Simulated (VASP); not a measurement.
# CO2 (I-42d) in VASP: a series of runs

Runs on CO2. Level: PBE. Tasks: relaxation of cell and atoms, relaxation of shape and atoms at fixed volume.

All numbers are computed with VASP 6.6.1; they aren't measurements. Logs are shortened: lines on timing, memory, paths and dates and some standing lists are left out, and cuts for length are marked.

## Step 1: The structure

The structure is tetragonal, space group I-42d (No. 122). The conventional cell has a = 3.552 Å, b = 3.552 Å, c = 5.918 Å, α = 90.00°, β = 90.00°, γ = 90.00°. C (site symmetry -4) has 4 O at 1.38 Å as nearest neighbours. O (site symmetry 2) is surrounded by 2 C at 1.38 Å.

## Step 2: Relaxation of cell and atoms, PBE

INCAR

```
SYSTEM = CO2
PREC = Accurate
ENCUT = 600
EDIFF = 1E-6
ISMEAR = 0
SIGMA = 0.03
LREAL = .FALSE.
LASPH = .TRUE.
NELM = 80
ALGO = Normal
ISIF = 3
LWAVE = .FALSE.
LCHARG = .FALSE.
GGA = PE
IBRION = 2
NSW = 90
EDIFFG = -0.01
KPAR = 2
```

KPOINTS

```
regular mesh
0
G
  12 12 12
  0 0 0
```

POSCAR

```
CO2
1.0
   -1.7759000000      1.7759000000      2.9592000000
    1.7759000000     -1.7759000000      2.9592000000
    1.7759000000      1.7759000000     -2.9592000000
C O
2 4
Direct
    0.0000000000      0.0000000000      0.0000000000
    0.7500000000      0.2500000000      0.5000000000
    0.3750000000      0.3390000000      0.4640000000
    0.6610000000      0.1250000000      0.0360000000
    0.8750000000      0.9110000000      0.5360000000
    0.0890000000      0.6250000000      0.9640000000
```

Potentials or basis: VASP PAW PBE potentials, release 64 (C, O).

Command:

```bash
> cat potpaw_PBE.64/C/POTCAR potpaw_PBE.64/O/POTCAR > POTCAR
> mpirun -np 2 vasp_std > vasp.out
```

OUTCAR:

```text
SYSTEM = CO2
   PREC = Accurate
   ENCUT = 600
   EDIFF = 1E-6
   ISMEAR = 0
   LREAL = .FALSE.
   LASPH = .TRUE.
   NELM = 80
   ISIF = 3
   GGA = PE
   IBRION = 2
   NSW = 90
   EDIFFG = -0.01

 ion  position               nearest neighbor table
   1  0.000  0.000  0.000-   5 1.38   4 1.38   3 1.38   6 1.38
   2  0.750  0.250  0.500-   4 1.38   3 1.38   5 1.38   6 1.38
   3  0.375  0.339  0.464-   1 1.38   2 1.38
   4  0.661  0.125  0.036-   2 1.38   1 1.38
   5  0.875  0.911  0.536-   1 1.38   2 1.38
   6  0.089  0.625  0.964-   1 1.38   2 1.38

  LATTYP: Found a body centered tetragonal cell.
 ALAT       =     3.5518000000
 C/A-ratio  =     1.6663100400

  Lattice vectors:

 A1 = (  -1.7759000000,   1.7759000000,   2.9592000000)
 A2 = (   1.7759000000,  -1.7759000000,   2.9592000000)
 A3 = (   1.7759000000,   1.7759000000,  -2.9592000000)

Analysis of symmetry for initial positions (statically):
=====================================================================
 Subroutine PRICEL returns:
 Original cell was already a primitive cell.

 Routine SETGRP: Setting up the symmetry group for a
 body centered tetragonal supercell.

 Subroutine GETGRP returns: Found  8 space group operations
 (whereof  4 operations were pure point group operations)
 out of a pool of 16 trial point group operations.

The static configuration has the point symmetry S_4 .
 The point group associated with its full space group is D_2d.

Analysis of symmetry for dynamics (positions and initial velocities):
=====================================================================
 Subroutine PRICEL returns:
 Original cell was already a primitive cell.

 Routine SETGRP: Setting up the symmetry group for a
 body centered tetragonal supercell.

 Subroutine GETGRP returns: Found  8 space group operations
 (whereof  4 operations were pure point group operations)
 out of a pool of 16 trial point group operations.

The dynamic configuration has the point symmetry S_4 .
 The point group associated with its full space group is D_2d.

 Subroutine INISYM returns: Found  8 space group operations
 (whereof  4 operations are pure point group operations),
 and found     1 'primitive' translations

----------------------------------------------------------------------------------------

                                     Primitive cell

  volume of cell :      37.3311

  direct lattice vectors                    reciprocal lattice vectors
    -1.775900000  1.775900000  2.959200000     0.000000000  0.281547384  0.168964585
     1.775900000 -1.775900000  2.959200000     0.281547384  0.000000000  0.168964585
     1.775900000  1.775900000 -2.959200000     0.281547384  0.281547384  0.000000000

  length of vectors
     3.881302135  3.881302135  3.881302135     0.328356454  0.328356454  0.398168130

  position of ions in fractional coordinates (direct lattice)
     0.000000000  0.000000000  0.000000000
     0.750000000  0.250000000  0.500000000
     0.375000000  0.339000000  0.464000000
     0.661000000  0.125000000  0.036000000
     0.875000000  0.911000000  0.536000000
     0.089000000  0.625000000  0.964000000

  ion indices of the primitive-cell ions
   primitive index   ion index
                 1           1
                 2           2
                 3           3
                 4           4
                 5           5
                 6           6

----------------------------------------------------------------------------------------

 KPOINTS: regular mesh

Automatic generation of k-mesh.
 Grid dimensions read from file:
 generate k-points for:   12   12   12

 Generating k-lattice:

  Cartesian coordinates                     Fractional coordinates (reciprocal lattice)
     0.000000000  0.023462282  0.014080382     0.083333333  0.000000000  0.000000000
     0.023462282  0.000000000  0.014080382     0.000000000  0.083333333  0.000000000
     0.023462282  0.023462282  0.000000000     0.000000000  0.000000000  0.083333333

  Length of vectors
     0.027363038  0.027363038  0.033180677

  Shift w.r.t. Gamma in fractional coordinates (k-lattice)
     0.000000000  0.000000000  0.000000000

 Subroutine IBZKPT returns following result:
 ===========================================

 Found    163 irreducible k-points:

 Following reciprocal coordinates:
            Coordinates               Weight
  0.000000  0.000000  0.000000      1.000000
  0.083333  0.000000 -0.000000      8.000000
  0.166667  0.000000  0.000000      8.000000
  0.250000  0.000000  0.000000      8.000000
  0.333333  0.000000 -0.000000      8.000000
  0.416667 -0.000000  0.000000      8.000000
[... 16 lines left out ...]
  0.500000  0.166667  0.000000     16.000000
 -0.416667  0.166667  0.000000     16.000000
 [... further k-points ...]
   k-points           NKPTS =    163   k-points in BZ     NKDIM =    163   number of bands    NBANDS=     20
   number of dos      NEDOS =    301   number of ions     NIONS =      6
   total plane-waves  NPLWV =  32768
   dimension x,y,z NGX =    32 NGY =   32 NGZ =   32
   dimension x,y,z NGXF=    64 NGYF=   64 NGZF=   64
   ions per type =               2   4
   NGX,Y,Z   is equivalent  to a cutoff of  13.71, 13.71, 13.71 a.u.
   NGXF,Y,Z  is equivalent  to a cutoff of  27.41, 27.41, 27.41 a.u.
 SYSTEM =  CO2
   PREC   = accura    normal or accurate (medium, high low for compatibility)
   ISTART =      0    job   : 0-new  1-cont  2-samecut
   ICHARG =      2    charge: 1-file 2-atom 10-const
   ISPIN  =      1    spin polarized calculation?
   LNONCOLLINEAR =      F non collinear calculations
   LSORBIT =      F    spin-orbit coupling
   LASPH  =      T    aspherical Exc in radial PAW
   ENCUT  =  600.0 eV  44.10 Ry    6.64 a.u.   7.75  7.75  7.75*2*pi/ulx,y,z
   NELM   =     80;   NELMIN=  2; NELMDL= -5     # of ELM steps
   EDIFF  = 0.1E-05   stopping-criterion for ELM
   LREAL  =      F    real-space projection
   EDIFFG = -.1E-01   stopping-criterion for IOM
   NSW    =     90    number of steps for IOM
   IBRION =      2    ionic relax: 0-MD 1-quasi-New 2-CG
   NFREE  =      1    steps in history (QN), initial steepest desc. (CG)
   ISIF   =      3    stress and relaxation
   ISYM   =      2    0-nonsym 1-usesym 2-fastsym
   POTIM  = 0.5000    time-step for ionic-motion
   TEBEG  =    0.0;   TEEND  =   0.0 temperature during run
   PSTRESS=    0.0 pullay stress
   NELECT =      32.0000    total number of electrons
   NUPDOWN=      -1.0000    fix difference up-down
   EMIN   =  10.00;   EMAX   =-10.00  energy-range for DOS
   EFERMI =   0.00;   METHOD = LEGACY
   ISMEAR =     0;   SIGMA  =   0.03  broadening in eV -4-tet -1-fermi 0-gaus
   EFERMI_NEDOS =   21; number of points for ismear=-14 and -15
   IALGO  =     38    algorithm
   IMIX   =      4    mixing-type and parameters
     AMIX     =   0.40;   BMIX     =  1.00
     AMIX_MAG =   1.60;   BMIX_MAG =  1.00
  volume/ion in A,a.u.               =       6.22        41.99
  Fermi-wavevector in a.u.,A,eV,Ry     =   1.555134  2.938776 32.904882  2.418441
  Thomas-Fermi vector in A             =   2.659119
   LORBIT       =      0    0 simple, 1 ext, 2 COOP (PROOUT), +10 PAW based schemes
   GGA     = PE    functional components
   LHFCALC =     F    Hartree Fock is set to
   AEXX    =    0.0000 exact exchange contribution
   IVDW    =     0    specifies the selected vdW correction
   LEPSILON=     F    determine dielectric tensor
   LRPA    =     F    only Hartree local field effects (RPA)
 conjugate gradient relaxation of ions
 non-spin polarized calculation
 Gauss-broadening in eV      SIGMA  =   0.03
  energy-cutoff  :      600.00
  volume of cell :       37.33
 maximum number of plane-waves:      1266
   NGX = 15   NGY = 15   NGZ = 15

--------------------------------------- Ionic step        1  -------------------------------------------

 number of electron      32.0000000 magnetization

 Free energy of the ion-electron system (eV)
  ---------------------------------------------------
  ext. energy  EPLUGINS =         0.00000000
  ---------------------------------------------------
  free energy    TOTEN  =       -42.05147528 eV

  energy without entropy =      -42.05147528  energy(sigma->0) =      -42.05147528

------------------------ aborting loop because EDIFF is reached ----------------------------------------

  FORCE on cell =-STRESS in cart. coord.  units (eV):
  Direction    XX          YY          ZZ          XY          YZ          ZX
  --------------------------------------------------------------------------------------
  -------------------------------------------------------------------------------------
  Total        8.5465196      8.5465196     10.5714066      0.0000000      0.0000000      0.0000000
  in kB      366.7993454    366.7993454    453.7034014      0.0000000      0.0000000      0.0000000
  external PRESSURE =     395.7673640 kB  Pullay stress =       0.0000000 kB
[... 101 lines left out ...]
  FREE ENERGIE OF THE ION-ELECTRON SYSTEM (eV)
  ---------------------------------------------------
  free  energy   TOTEN  =       -42.9518462953 eV

  energy  without entropy=      -42.9518462953  energy(sigma->0) =      -42.95184630

[... ionic steps 4 to 17 ...]

--------------------------------------- Ionic step       18  -------------------------------------------

 number of electron      32.0000001 magnetization

------------------------ aborting loop because EDIFF is reached ----------------------------------------

  FORCE on cell =-STRESS in cart. coord.  units (eV):
  Direction    XX          YY          ZZ          XY          YZ          ZX
  --------------------------------------------------------------------------------------
  -------------------------------------------------------------------------------------
  Total        0.0407784      0.0407784      0.0904286      0.0000000      0.0000000      0.0000000
  in kB        1.3856129      1.3856129      3.0726821      0.0000000      0.0000000      0.0000000
  external PRESSURE =       1.9479693 kB  Pullay stress =       0.0000000 kB
[... 65 lines left out ...]
  energy  without entropy=      -43.4066097575  energy(sigma->0) =      -43.40660976

--------------------------------------- Ionic step       20  -------------------------------------------

 number of electron      32.0000001 magnetization

 Free energy of the ion-electron system (eV)
  ---------------------------------------------------
  ext. energy  EPLUGINS =         0.00000000
  ---------------------------------------------------
  free energy    TOTEN  =       -43.40662494 eV

  energy without entropy =      -43.40662494  energy(sigma->0) =      -43.40662494

 E-fermi :   2.2228     XC(G=0): -11.0438

 val. band max:        2.0843522547   @ k =   0.5000   0.0000   0.0000
 cond. band min:       9.7064474436   @ k =   0.0000   0.0000   0.0000
 fundamental gap:      7.6220951889
 Fermi energy:         2.2227782674

 k-point     1 :       0.0000    0.0000    0.0000
  band No.  band energies     occupation
      1     -21.8258      2.00000
      2     -16.8051      2.00000
      3     -16.8051      2.00000
      4     -16.1319      2.00000
      5     -12.4284      2.00000
      6      -7.4856      2.00000
[... 12 lines left out ...]
     19      11.2476      0.00000
[... 513 lines left out ...]
      4     -16.5526      2.00000
      5     -10.6648      2.00000
      6      -7.9591      2.00000
[... 12 lines left out ...]
     19      11.7354      0.00000
     20      12.2786      0.00000

 [... further k-points ...]
[... 5 lines left out ...]
  --------------------------------------------------------------------------------------
  -------------------------------------------------------------------------------------
  Total       -0.0120720     -0.0120720      0.0037308      0.0000000     -0.0000000      0.0000000
  in kB       -0.4099673     -0.4099673      0.1266972      0.0000000     -0.0000000      0.0000000
  external PRESSURE =      -0.2310792 kB  Pullay stress =       0.0000000 kB
[... 21 lines left out ...]
  FREE ENERGIE OF THE ION-ELECTRON SYSTEM (eV)
  ---------------------------------------------------
  free  energy   TOTEN  =       -43.4066249392 eV

  energy  without entropy=      -43.4066249392  energy(sigma->0) =      -43.40662494

 reached required accuracy - stopping structural energy minimisation
```

Wall time 8.5 min (2 MPI ranks of Intel Xeon Platinum 8488C (Sapphire Rapids), shared host); peak memory 0.24 GiB.

Results:

```
Free energy                            : -43.4066 eV
Relaxed volume                         : 7.86 Å³/atom
Relaxed cell                           : a = 4.105 Å, b = 4.105 Å, c = 4.105 Å, α = 122.19°, β = 122.19°, γ = 86.25°
Space group after relaxing (to 0.05 Å) : I-42d (No. 122)
Energy gained by relaxing              : 225.9 meV/atom
Ionic steps                            : 20
Pressure after relaxing                : 0.0 GPa
Largest force after relaxing           : 0.007 eV/Å
Band gap on the k mesh                 : 7.62 eV, indirect (least direct gap 8.06 eV)
```

Forces on the atoms (eV/Å):
```
C    0.000  0.000  0.000
C    0.000  0.000  0.000
O   -0.007  0.000  0.000
O    0.000  0.007  0.000
O    0.007  0.000  0.000
O    0.000 -0.007  0.000
```

The path:
```csv
step,energy change (eV),largest force (eV/Å),pressure (GPa),volume (Å³)
1,0.0000,1.2825,39.58,37.33
2,-0.8583,1.9473,-14.92,46.26
3,-0.9004,1.8328,-7.33,44.36
4,-1.1700,0.5047,6.37,45.28
5,-1.1868,0.0606,3.45,45.10
6,-1.2724,0.0035,0.32,46.27
7,-1.3271,0.0796,-5.31,48.61
8,-1.3288,0.0628,-4.30,48.17
9,-1.3391,0.4189,3.97,47.07
10,-1.3480,0.2191,0.51,47.52
11,-1.3543,0.0146,-0.71,47.43
12,-1.3545,0.0171,-0.55,47.44
13,-1.3548,0.0419,0.33,47.23
14,-1.3548,0.0365,0.14,47.28
15,-1.3550,0.0032,-0.05,47.23
16,-1.3550,0.0094,-0.07,47.22
17,-1.3551,0.0014,0.11,47.18
18,-1.3551,0.0032,0.19,47.15
19,-1.3551,0.0150,-0.15,47.20
20,-1.3551,0.0074,-0.02,47.18
```

Final structure:
```cif
data_structure
_symmetry_space_group_name_H-M 'P 1'
_symmetry_Int_Tables_number 1
_cell_length_a 4.1048
_cell_length_b 4.1048
_cell_length_c 4.1048
_cell_angle_alpha 122.190
_cell_angle_beta 122.190
_cell_angle_gamma 86.247
_cell_volume 47.18
loop_
_atom_site_label
_atom_site_type_symbol
_atom_site_fract_x
_atom_site_fract_y
_atom_site_fract_z
_atom_site_occupancy
C1 C 0.00000 0.00000 0.00000 1
C2 C 0.75000 0.25000 0.50000 1
O1 O 0.37500 0.28979 0.41479 1
O2 O 0.71021 0.12500 0.08521 1
O3 O 0.87500 0.96021 0.58521 1
O4 O 0.03979 0.62500 0.91479 1
```

Caveat: the volume moved by over 15 % at a fixed basis, so the end points are rough; the volume moved by +26 % from the deposited cell, more than functionals usually miss. PBE usually gives volumes a little too large and moduli too small.

## Step 3: Relaxation of cell and atoms, PBE

This run uses another cell than the first one, of 7.86 Å³/atom, 1.264 times its volume.

INCAR, as its differences from that of step 2:

```diff
@@ -3,3 +3,3 @@
 ENCUT = 600
-EDIFF = 1E-6
+EDIFF = 1E-7
 ISMEAR = 0
@@ -16,3 +16,3 @@
 NSW = 90
-EDIFFG = -0.01
+EDIFFG = -0.005
 KPAR = 2
```

KPOINTS is that of step 2.

POSCAR

```
CO2                                     
1.0
   -1.9841043649      1.9841043649      2.9960628180
    1.9841043649     -1.9841043649      2.9960628180
    1.9841043649      1.9841043649     -2.9960628180
  C               O             
     2     4
Direct
     0.0000000000000000    0.0000000000000000    0.0000000000000000
     0.7500000000000000    0.2500000000000000    0.5000000000000000
     0.3750000000000000    0.2897916655698344    0.4147916655698344
     0.7102083344301658    0.1250000000000000    0.0852083344301657
     0.8750000000000000    0.9602083344301658    0.5852083344301658
     0.0397916655698343    0.6250000000000000    0.9147916655698342
```

Potentials or basis: VASP PAW PBE potentials, release 64 (C, O).

Command:

```bash
> cat potpaw_PBE.64/C/POTCAR potpaw_PBE.64/O/POTCAR > POTCAR
> mpirun -np 2 vasp_std > vasp.out
```

Wall time 3.9 min (2 MPI ranks of Intel Xeon Platinum 8488C (Sapphire Rapids), shared host); peak memory 0.29 GiB.

The run converged. Its results:

| Property | Result |
| --- | --- |
| Free energy | -43.4517 eV |
| Relaxed volume | 7.85 Å³/atom |
| Relaxed cell | a = 4.102 Å, b = 4.102 Å, c = 4.102 Å, α = 122.18°, β = 122.18°, γ = 86.26° |
| Space group after relaxing (to 0.05 Å) | I-42d (No. 122) |
| Energy gained by relaxing | 0.0 meV/atom |
| Ionic steps | 4 |
| Pressure after relaxing | 0.0 GPa |
| Largest force after relaxing | 0.005 eV/Å |
| Band gap on the k mesh | 7.63 eV, indirect (least direct gap 8.06 eV) |

Forces on the atoms (eV/Å):
```
C    0.000  0.000  0.000
C    0.000  0.000  0.000
O    0.005  0.000  0.000
O    0.000 -0.005  0.000
O   -0.005  0.000  0.000
O    0.000  0.005  0.000
```

Final structure:
```
CELL_PARAMETERS angstrom
-1.98330 1.98330 2.99391
1.98330 -1.98330 2.99391
1.98330 1.98330 -2.99391
ATOMIC_POSITIONS crystal
C 0.00000 0.00000 0.00000
C 0.75000 0.25000 0.50000
O 0.37500 0.28984 0.41484
O 0.71016 0.12500 0.08516
O 0.87500 0.96016 0.58516
O 0.03984 0.62500 0.91484
```

Levels at points of the mesh, in eV from the valence-band top:
| k point | band 14 | band 15 | band 16 | band 17 | band 18 | band 19 |
| --- | --- | --- | --- | --- | --- | --- |
| (0.00, 0.00, 0.00) | -0.87 | -0.87 | -0.43 | 7.63 | 9.03 | 9.18 |
| (0.50, 0.00, 0.00) | -1.34 | -0.41 | 0.00 | 8.17 | 9.36 | 9.50 |
| (0.50, 0.50, 0.00) | -0.64 | -0.50 | -0.50 | 8.78 | 8.78 | 9.82 |
| (0.50, 0.50, 0.50) | -2.81 | -0.01 | -0.01 | 8.85 | 8.85 | 10.52 |

## Step 4: Relaxation of cell and atoms, PBE

INCAR

```
SYSTEM = CO2
ALGO = Normal
EDIFF = 1E-6
EDIFFG = -0.01
ENCUT = 300
GGA = PE
IBRION = 2
ISIF = 3
ISMEAR = 0
KPAR = 2
LASPH = .TRUE.
LCHARG = .FALSE.
LREAL = .FALSE.
LWAVE = .FALSE.
NELM = 80
NSW = 90
PREC = Accurate
SIGMA = 0.03
```

KPOINTS

```
k-points
0
G
  6 6 6
  0 0 0
```

POSCAR

```
CO2
1.0
   -1.7759000000      1.7759000000      2.9592000000
    1.7759000000     -1.7759000000      2.9592000000
    1.7759000000      1.7759000000     -2.9592000000
C O
2 4
Direct
    0.0000000000      0.0000000000      0.0000000000
    0.7500000000      0.2500000000      0.5000000000
    0.3750000000      0.3390000000      0.4640000000
    0.6610000000      0.1250000000      0.0360000000
    0.8750000000      0.9110000000      0.5360000000
    0.0890000000      0.6250000000      0.9640000000
```

Potentials or basis: VASP PAW PBE potentials, release 64 (C_s, O_s).

Command:

```bash
> cat potpaw_PBE.64/C_s/POTCAR potpaw_PBE.64/O_s/POTCAR > POTCAR
> mpirun -np 2 vasp_std > vasp.out
```

Wall time 54 s (2 MPI ranks of AMD EPYC 7R13 (Zen 3), shared host); peak memory 0.11 GiB.

These settings aren't checked as converged: the numbers below hold their error.

What came out:

```
Free energy                            : -42.1752 eV
Relaxed volume                         : 7.31 Å³/atom
Relaxed cell                           : a = 4.063 Å, b = 4.063 Å, c = 4.063 Å, α = 124.37°, β = 124.37°, γ = 82.58°
Space group after relaxing (to 0.05 Å) : I-42d (No. 122)
Energy gained by relaxing              : 164.2 meV/atom
Ionic steps                            : 12
Largest force after relaxing           : 0.007 eV/Å
Band gap on the k mesh                 : 7.57 eV, indirect (least direct gap 7.81 eV)
```

Caveat: the cutoff is under 1.25 times the usual one of these potentials, so pressure, stress and relaxed cells hold a basis-set (Pulay) error; the volume moved by over 15 % at a fixed basis, so the end points are rough; the volume moved by +18 % from the deposited cell, more than functionals usually miss.

[end of part 1 of 2]
